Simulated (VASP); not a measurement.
# TiTe2 (P-3m1) in VASP: notebook

One crystal, TiTe2, is run at these levels: PBE+D3(BJ), PBEsol; tasks: relaxation of cell and atoms, relaxation of shape and atoms at fixed volume.

Program: VASP 6.6.1. These are calculated values, not measurements. Logs are shortened: lines on timing, memory, paths and dates and some standing lists are left out, and cuts for length are marked.

### Step 1. The structure

It takes space group P-3m1 (No. 164, trigonal). The conventional cell has a = 3.698 Å, b = 3.698 Å, c = 6.367 Å, α = 90.00°, β = 90.00°, γ = 120.00°. Around Ti (site symmetry -3m) lie 6 Te at 2.75 Å. Te (site symmetry 3m) has 3 Ti at 2.75 Å as nearest neighbours.

### Step 2. Relaxation of cell and atoms, PBE+D3(BJ)

Contents of INCAR:

```
SYSTEM = TiTe2
  ALGO = Normal
  EDIFF = 1E-7
  EDIFFG = -0.005
  ENCUT = 600
  GGA = PE
  IBRION = 2
  ISIF = 3
  ISMEAR = 1
  IVDW = 12
  LASPH = .True.
  LCHARG = .False.
  LREAL = .False.
  LWAVE = .False.
  NELM = 80
  NSW = 90
  PREC = Accurate
  SIGMA = 0.1
```

Contents of KPOINTS:

```
k-points
0
Gamma
  12 12 6
  0 0 0
```

Contents of POSCAR:

```
TiTe2                                   
1.0
    3.6984931136     -0.0000000000     -0.0000000000
   -1.8492465568      3.2029889921      0.0000000000
   -0.0000000000     -0.0000000000      6.3674408082
  Ti              Te            
     1     2
Direct
     0.0000000000000000    0.0000000000000000    0.0000000000000000
     0.6666666667000030    0.3333333332999970    0.2717248448683760
     0.3333333332999970    0.6666666667000030    0.7282751551316241
```

Potentials or basis: VASP PAW PBE potentials, release 64 (Ti_sv, Te).

Launch:

```sh
$ cat potpaw_PBE.64/Ti_sv/POTCAR potpaw_PBE.64/Te/POTCAR > POTCAR
$ mpirun -np 1 vasp_std > vasp.out
```

OUTCAR:

```text
SYSTEM = TiTe2
   EDIFF = 1E-7
   EDIFFG = -0.005
   ENCUT = 600
   GGA = PE
   IBRION = 2
   ISIF = 3
   ISMEAR = 1
   IVDW = 12
   LASPH = .True.
   LREAL = .False.
   NELM = 80
   NSW = 90
   PREC = Accurate
 IVDW          = 12

 ion  position               nearest neighbor table
   1  0.000  0.000  0.000-   2 2.75   3 2.75   2 2.75   3 2.75   2 2.75   3 2.75
   2  0.667  0.333  0.272-   1 2.75   1 2.75   1 2.75   3 3.61   3 3.61   3 3.61
   3  0.333  0.667  0.728-   1 2.75   1 2.75   1 2.75   2 3.61   2 3.61   2 3.61

  LATTYP: Found a hexagonal cell.
 ALAT       =     3.6984931136
 C/A-ratio  =     1.7216311110

  Lattice vectors:

 A1 = (   3.6984931136,   0.0000000000,   0.0000000000)
 A2 = (  -1.8492465568,   3.2029889921,   0.0000000000)
 A3 = (   0.0000000000,   0.0000000000,   6.3674408082)

Analysis of symmetry for initial positions (statically):
=====================================================================
 Subroutine PRICEL returns:
 Original cell was already a primitive cell.

 Routine SETGRP: Setting up the symmetry group for a
 hexagonal supercell.

 Subroutine GETGRP returns: Found 12 space group operations
 (whereof 12 operations were pure point group operations)
 out of a pool of 24 trial point group operations.

The static configuration has the point symmetry D_3d.

Analysis of symmetry for dynamics (positions and initial velocities):
=====================================================================
 Subroutine PRICEL returns:
 Original cell was already a primitive cell.

 Routine SETGRP: Setting up the symmetry group for a
 hexagonal supercell.

 Subroutine GETGRP returns: Found 12 space group operations
 (whereof 12 operations were pure point group operations)
 out of a pool of 24 trial point group operations.

The dynamic configuration has the point symmetry D_3d.

 Subroutine INISYM returns: Found 12 space group operations
 (whereof 12 operations are pure point group operations),
 and found     1 'primitive' translations

----------------------------------------------------------------------------------------

                                     Primitive cell

  volume of cell :      75.4302

  direct lattice vectors                    reciprocal lattice vectors
     3.698493114  0.000000000  0.000000000     0.270380387  0.156104189  0.000000000
    -1.849246557  3.202988992  0.000000000     0.000000000  0.312208379  0.000000000
     0.000000000  0.000000000  6.367440808     0.000000000  0.000000000  0.157048967

  length of vectors
     3.698493114  3.698493114  6.367440808     0.312208379  0.312208379  0.157048967

  position of ions in fractional coordinates (direct lattice)
     0.000000000  0.000000000  0.000000000
     0.666666667  0.333333333  0.271724845
     0.333333333  0.666666667  0.728275155

  ion indices of the primitive-cell ions
   primitive index   ion index
                 1           1
                 2           2
                 3           3

----------------------------------------------------------------------------------------

 KPOINTS: k-points

Automatic generation of k-mesh.
 Grid dimensions read from file:
 generate k-points for:   12   12    6

 Generating k-lattice:

  Cartesian coordinates                     Fractional coordinates (reciprocal lattice)
     0.022531699  0.013008682  0.000000000     0.083333333  0.000000000  0.000000000
     0.000000000  0.026017365  0.000000000     0.000000000  0.083333333  0.000000000
     0.000000000  0.000000000  0.026174828     0.000000000  0.000000000  0.166666667

  Length of vectors
     0.026017365  0.026017365  0.026174828

  Shift w.r.t. Gamma in fractional coordinates (k-lattice)
     0.000000000  0.000000000  0.000000000

 Subroutine IBZKPT returns following result:
 ===========================================

 Found    100 irreducible k-points:

 Following reciprocal coordinates:
            Coordinates               Weight
  0.000000  0.000000  0.000000      1.000000
  0.083333 -0.000000  0.000000      6.000000
  0.166667 -0.000000  0.000000      6.000000
  0.250000  0.000000  0.000000      6.000000
  0.333333 -0.000000  0.000000      6.000000
  0.416667 -0.000000  0.000000      6.000000
[... 16 lines left out ...]
  0.166667 -0.000000  0.166667      6.000000
  0.000000  0.166667  0.166667      6.000000
 [... further k-points ...]
   k-points           NKPTS =    100   k-points in BZ     NKDIM =    100   number of bands    NBANDS=     16
   number of dos      NEDOS =    301   number of ions     NIONS =      3
   total plane-waves  NPLWV =  48600
   dimension x,y,z NGX =    30 NGY =   30 NGZ =   54
   dimension x,y,z NGXF=    60 NGYF=   60 NGZF=  108
   ions per type =               1   2
   NGX,Y,Z   is equivalent  to a cutoff of  13.48, 13.48, 14.10 a.u.
   NGXF,Y,Z  is equivalent  to a cutoff of  26.97, 26.97, 28.20 a.u.
 SYSTEM =  TiTe2
   PREC   = accura    normal or accurate (medium, high low for compatibility)
   ISTART =      0    job   : 0-new  1-cont  2-samecut
   ICHARG =      2    charge: 1-file 2-atom 10-const
   ISPIN  =      1    spin polarized calculation?
   LNONCOLLINEAR =      F non collinear calculations
   LSORBIT =      F    spin-orbit coupling
   LASPH  =      T    aspherical Exc in radial PAW
   ENCUT  =  600.0 eV  44.10 Ry    6.64 a.u.   7.39  7.39 12.72*2*pi/ulx,y,z
   NELM   =     80;   NELMIN=  2; NELMDL= -5     # of ELM steps
   EDIFF  = 0.1E-06   stopping-criterion for ELM
   LREAL  =      F    real-space projection
   EDIFFG = -.5E-02   stopping-criterion for IOM
   NSW    =     90    number of steps for IOM
   IBRION =      2    ionic relax: 0-MD 1-quasi-New 2-CG
   NFREE  =      1    steps in history (QN), initial steepest desc. (CG)
   ISIF   =      3    stress and relaxation
   ISYM   =      2    0-nonsym 1-usesym 2-fastsym
   POTIM  = 0.5000    time-step for ionic-motion
   TEBEG  =    0.0;   TEEND  =   0.0 temperature during run
   PSTRESS=    0.0 pullay stress
   NELECT =      24.0000    total number of electrons
   NUPDOWN=      -1.0000    fix difference up-down
   EMIN   =  10.00;   EMAX   =-10.00  energy-range for DOS
   EFERMI =   0.00;   METHOD = LEGACY
   ISMEAR =     1;   SIGMA  =   0.10  broadening in eV -4-tet -1-fermi 0-gaus
   EFERMI_NEDOS =   21; number of points for ismear=-14 and -15
   IALGO  =     38    algorithm
   IMIX   =      4    mixing-type and parameters
     AMIX     =   0.40;   BMIX     =  1.00
     AMIX_MAG =   1.60;   BMIX_MAG =  1.00
  volume/ion in A,a.u.               =      25.14       169.68
  Fermi-wavevector in a.u.,A,eV,Ry     =   1.117627  2.112009 16.994900  1.249090
  Thomas-Fermi vector in A             =   2.254251
   LORBIT       =      0    0 simple, 1 ext, 2 COOP (PROOUT), +10 PAW based schemes
   GGA     = PE    functional components
   LHFCALC =     F    Hartree Fock is set to
   AEXX    =    0.0000 exact exchange contribution
   IVDW    =    12    specifies the selected vdW correction
   LEPSILON=     F    determine dielectric tensor
   LRPA    =     F    only Hartree local field effects (RPA)
 conjugate gradient relaxation of ions
 non-spin polarized calculation
 Methfessel and Paxton  Order N= 1 SIGMA  =   0.10
  energy-cutoff  :      600.00
  volume of cell :       75.43
 maximum number of plane-waves:      2546
 NGX is ok and might be reduce to    30
   NGX = 15   NGY = 15   NGZ = 25

--------------------------------------- Ionic step        1  -------------------------------------------

 number of electron      24.0000000 magnetization

 Free energy of the ion-electron system (eV)
  ---------------------------------------------------
  ext. energy  EPLUGINS =         0.00000000
  ---------------------------------------------------
  free energy    TOTEN  =       -16.14581656 eV

  energy without entropy =      -16.14601164  energy(sigma->0) =      -16.14588159

------------------------ aborting loop because EDIFF is reached ----------------------------------------

 Edisp (eV)   -1.57020

 E8    (eV) :    -0.7273

  FORCE on cell =-STRESS in cart. coord.  units (eV):
  Direction    XX          YY          ZZ          XY          YZ          ZX
  --------------------------------------------------------------------------------------
  -------------------------------------------------------------------------------------
  Total      -0.02614    -0.02614     0.01362     0.00000     0.00000     0.00000
  in kB      -0.55533    -0.55533     0.28939     0.00000     0.00000     0.00000
  external pressure =       -0.27 kB  Pullay stress =        0.00 kB

 VOLUME and BASIS-vectors are now :
 -----------------------------------------------------------------------------
  energy-cutoff  :      600.00
  volume of cell :       75.43
      direct lattice vectors                 reciprocal lattice vectors
     3.698493114  0.000000000  0.000000000     0.270380387  0.156104189  0.000000000
    -1.849246557  3.202988992  0.000000000     0.000000000  0.312208379  0.000000000
     0.000000000  0.000000000  6.367440808     0.000000000  0.000000000  0.157048967
[... 83 lines left out ...]
 POSITION                                       TOTAL-FORCE (eV/Angst)
 -----------------------------------------------------------------------------------
      0.00000      0.00000      6.36908         0.000000      0.000000      0.000000
      1.84833      1.06713      1.73034         0.000000     -0.000000      0.001139
     -0.00000      2.13427      4.63874        -0.000000      0.000000     -0.001139
 -----------------------------------------------------------------------------------
    total drift:                               -0.000000     -0.000000      0.000000

  FREE ENERGIE OF THE ION-ELECTRON SYSTEM (eV)
  ---------------------------------------------------
  free  energy   TOTEN  =       -17.7160342091 eV

  energy  without entropy=      -17.7162530122  energy(sigma->0) =      -17.71610714

--------------------------------------- Ionic step        4  -------------------------------------------

 number of electron      24.0000000 magnetization

 Free energy of the ion-electron system (eV)
  ---------------------------------------------------
  ext. energy  EPLUGINS =         0.00000000
  ---------------------------------------------------
  free energy    TOTEN  =       -16.14522638 eV

  energy without entropy =      -16.14547079  energy(sigma->0) =      -16.14530785

 E-fermi :   7.6416     XC(G=0): -10.1822

 val. band max:        7.6383162843   @ k =   0.3333  -0.0000   0.5000
 cond. band min:       7.6440591457   @ k =   0.0000   0.4167   0.1667
 fundamental gap:      0.0057428614
 Fermi energy:         7.6415949449

 k-point     1 :       0.0000    0.0000    0.0000
  band No.  band energies     occupation
      1     -49.7454      2.00000
      2     -26.0115      2.00000
      3     -26.0115      2.00000
      4     -25.9752      2.00000
      5      -5.1558      2.00000
      6      -3.4407      2.00000
[... 8 lines left out ...]
     15       8.9064     -0.00000
     16      10.7154      0.00000
[... 419 lines left out ...]
 k-point    24 :       0.0000    0.1667    0.1667
  band No.  band energies     occupation
      1     -49.7444      2.00000
      2     -26.0249      2.00000
      3     -26.0146      2.00000
      4     -25.9720      2.00000
      5      -4.7455      2.00000
      6      -3.4233      2.00000
[... 8 lines left out ...]
     15       8.9116     -0.00000
     16      10.4424      0.00000

 [... further k-points ...]

------------------------ aborting loop because EDIFF is reached ----------------------------------------

 Edisp (eV)   -1.57082

 E8    (eV) :    -0.7276

  FORCE on cell =-STRESS in cart. coord.  units (eV):
  Direction    XX          YY          ZZ          XY          YZ          ZX
  --------------------------------------------------------------------------------------
  -------------------------------------------------------------------------------------
  Total       0.00569     0.00569     0.00600     0.00000    -0.00000     0.00000
  in kB       0.12089     0.12089     0.12759     0.00000    -0.00000     0.00000
  external pressure =        0.12 kB  Pullay stress =        0.00 kB

 VOLUME and BASIS-vectors are now :
 -----------------------------------------------------------------------------
  energy-cutoff  :      600.00
  volume of cell :       75.40
      direct lattice vectors                 reciprocal lattice vectors
     3.696118972 -0.000000000  0.000000000     0.270554062  0.156204460 -0.000000000
    -1.848059486  3.200932925 -0.000000000     0.000000000  0.312408921  0.000000000
     0.000000000 -0.000000000  6.372956327    -0.000000000  0.000000000  0.156913048

 POSITION                                       TOTAL-FORCE (eV/Angst)
 -----------------------------------------------------------------------------------
      0.00000     -0.00000      0.00000         0.000000     -0.000000      0.000000
      1.84806      1.06698      1.73130        -0.000000      0.000000     -0.003582
     -0.00000      2.13396      4.64166         0.000000     -0.000000      0.003582
 -----------------------------------------------------------------------------------
    total drift:                                0.000000     -0.000000     -0.000000

  FREE ENERGIE OF THE ION-ELECTRON SYSTEM (eV)
  ---------------------------------------------------
  free  energy   TOTEN  =       -17.7160437142 eV

  energy  without entropy=      -17.7162881207  energy(sigma->0) =      -17.71612518

 reached required accuracy - stopping structural energy minimisation
```

Run time: 5 min. Hardware: 1 thread of Intel Xeon Platinum 8488C (Sapphire Rapids), shared host; peak memory 0.33 GiB.

What came out:

```
Free energy                            : -17.7160 eV
Relaxed volume                         : 25.13 Å³/atom
Relaxed cell                           : a = 3.696 Å, b = 3.696 Å, c = 6.373 Å, α = 90.00°, β = 90.00°, γ = 120.00°
Space group after relaxing (to 0.05 Å) : P-3m1 (No. 164)
Energy gained by relaxing              : 0.0 meV/atom
Ionic steps                            : 4
Pressure after relaxing                : 0.0 GPa
Largest force after relaxing           : 0.004 eV/Å
Band gap on the k mesh                 : none (metal or under the smearing width)
Dispersion energy per atom             : -0.524 eV
```

Forces in eV/Å, atoms in the order of the input:
```
Ti   0.000  0.000  0.000
Te   0.000  0.000 -0.004
Te   0.000  0.000  0.004
```

Final structure:
```cif
data_structure
_symmetry_space_group_name_H-M 'P 1'
_symmetry_Int_Tables_number 1
_cell_length_a 3.6961
_cell_length_b 3.6961
_cell_length_c 6.3730
_cell_angle_alpha 90.000
_cell_angle_beta 90.000
_cell_angle_gamma 120.000
_cell_volume 75.40
loop_
_atom_site_label
_atom_site_type_symbol
_atom_site_fract_x
_atom_site_fract_y
_atom_site_fract_z
_atom_site_occupancy
Ti1 Ti 0.00000 0.00000 0.00000 1
Te1 Te 0.66667 0.33333 0.27166 1
Te2 Te 0.33333 0.66667 0.72834 1
```

Levels at points of the mesh, in eV from the Fermi level:
```
           k point  band 8  band 9  band 10  band 11  band 12  band 13  band 14  band 15  band 16
(0.00, 0.00, 0.00)   -1.62   -1.62     0.23     0.43     0.43     0.71     1.26     1.26     3.07
(0.50, 0.00, 0.00)   -3.95   -2.97    -2.55    -1.74    -1.19    -0.06     1.26     1.63     2.40
(0.00, 0.00, 0.50)   -3.05   -1.53    -1.53     0.42     0.42     0.83     0.83     1.08     3.65
(0.50, 0.00, 0.50)   -4.96   -2.60    -2.11    -0.94    -0.47    -0.41     1.26     1.62     2.56
```

### Step 3. Relaxation of cell and atoms, PBEsol

This run uses another cell than the first one, of 26.76 Å³/atom, 1.064 times its volume.

Contents of INCAR:

```
SYSTEM = TiTe2
  PREC = Accurate
  ENCUT = 600
  EDIFF = 1E-6
  ISMEAR = 1
  SIGMA = 0.1
  LREAL = .FALSE.
  LASPH = .TRUE.
  NELM = 80
  ALGO = Normal
  ISIF = 3
  LWAVE = .FALSE.
  LCHARG = .FALSE.
  GGA = PS
  IBRION = 2
  NSW = 90
  EDIFFG = -0.01
```

Contents of KPOINTS:

```
regular mesh
0
G
  12 12 6
  0 0 0
```

Contents of POSCAR:

```
TiTe2
1.0
    3.7770000000      0.0000000000      0.0000000000
   -1.8885000000      3.2709779501      0.0000000000
    0.0000000000      0.0000000000      6.4980000000
Ti Te
1 2
Direct
    0.0000000000      0.0000000000      0.0000000000
    0.6666666667      0.3333333333      0.2628000000
    0.3333333333      0.6666666667      0.7372000000
```

Potentials or basis: VASP PAW PBE potentials, release 64 (Ti_sv, Te).

Launch:

```sh
$ cat potpaw_PBE.64/Ti_sv/POTCAR potpaw_PBE.64/Te/POTCAR > POTCAR
$ mpirun -np 1 vasp_std > vasp.out
```

Wall time 22 min (1 thread of Intel Xeon Platinum 8488C (Sapphire Rapids), shared host); peak memory 0.35 GiB.

Results (log left out):

```yaml
Free_energy: -17.5424 eV
Relaxed_volume: 25.43 Å³/atom
Relaxed_cell: a = 3.698 Å, b = 3.698 Å, c = 6.441 Å, α = 90.00°, β = 90.00°, γ = 120.00°
Space_group_after_relaxing_to_0.05_Å: P-3m1 (No. 164)
Energy_gained_by_relaxing: 9.6 meV/atom
Ionic_steps: 16
Pressure_after_relaxing: 0.0 GPa
Largest_force_after_relaxing: 0.009 eV/Å
Band_gap_on_the_k_mesh: none (metal or under the smearing width)
```

Forces on the atoms (eV/Å):
```
Ti   0.000  0.000  0.000
Te   0.000  0.000  0.009
Te   0.000  0.000 -0.009
```

Step by step:
| step | energy change (eV) | largest force (eV/Å) | pressure (GPa) | volume (Å³) |
| --- | --- | --- | --- | --- |
| 1 | 0.0000 | 0.0923 | -2.23 | 80.28 |
| 2 | -0.0128 | 0.4067 | 1.58 | 76.02 |
| 3 | -0.0205 | 0.2110 | 0.04 | 77.59 |
| 4 | -0.0257 | 0.1300 | -0.01 | 77.21 |
| 5 | -0.0274 | 0.0329 | -0.04 | 76.76 |
| 6 | -0.0274 | 0.0455 | -0.02 | 76.82 |
| 7 | -0.0274 | 0.0493 | -0.02 | 76.84 |
| 8 | -0.0279 | 0.0357 | -0.07 | 76.78 |
| 9 | -0.0286 | 0.0052 | -0.22 | 76.61 |
| 10 | -0.0289 | 0.0202 | 0.01 | 76.31 |
| 11 | -0.0289 | 0.0236 | 0.03 | 76.27 |
| 12 | -0.0289 | 0.0302 | 0.10 | 76.19 |
| 13 | -0.0289 | 0.0245 | 0.08 | 76.26 |
| 14 | -0.0289 | 0.0037 | -0.07 | 76.35 |
| 15 | -0.0289 | 0.0123 | -0.04 | 76.31 |
| 16 | -0.0289 | 0.0087 | -0.04 | 76.29 |

Final structure:
```cif
data_structure
_symmetry_space_group_name_H-M 'P 1'
_symmetry_Int_Tables_number 1
_cell_length_a 3.6984
_cell_length_b 3.6984
_cell_length_c 6.4405
_cell_angle_alpha 90.000
_cell_angle_beta 90.000
_cell_angle_gamma 120.000
_cell_volume 76.29
loop_
_atom_site_label
_atom_site_type_symbol
_atom_site_fract_x
_atom_site_fract_y
_atom_site_fract_z
_atom_site_occupancy
Ti1 Ti 0.00000 0.00000 0.00000 1
Te1 Te 0.66667 0.33333 0.26744 1
Te2 Te 0.33333 0.66667 0.73256 1
```

Levels at points of the mesh, in eV from the Fermi level:
```
           k point  band 9  band 10  band 11  band 12  band 13  band 14  band 15  band 16
(0.00, 0.00, 0.00)   -1.62     0.22     0.42     0.42     0.61     1.28     1.28     3.18
(0.50, 0.00, 0.00)   -2.90    -2.54    -1.74    -1.12    -0.05     1.26     1.61     2.44
(0.00, 0.00, 0.50)   -1.54    -1.54     0.41     0.41     0.90     0.90     1.06     3.69
(0.50, 0.00, 0.50)   -2.58    -2.07    -0.98    -0.49    -0.41     1.26     1.60     2.67
```

Caveat: the PAW data sets were made with another functional, which shifts forces and pressure a little; this functional lacks dispersion, which binds the layers, so the pressure and a relaxed spacing across them are unreliable. Spin-orbit coupling is left out, which matters for the levels of Te.

(Continued in part 2 of 2.)
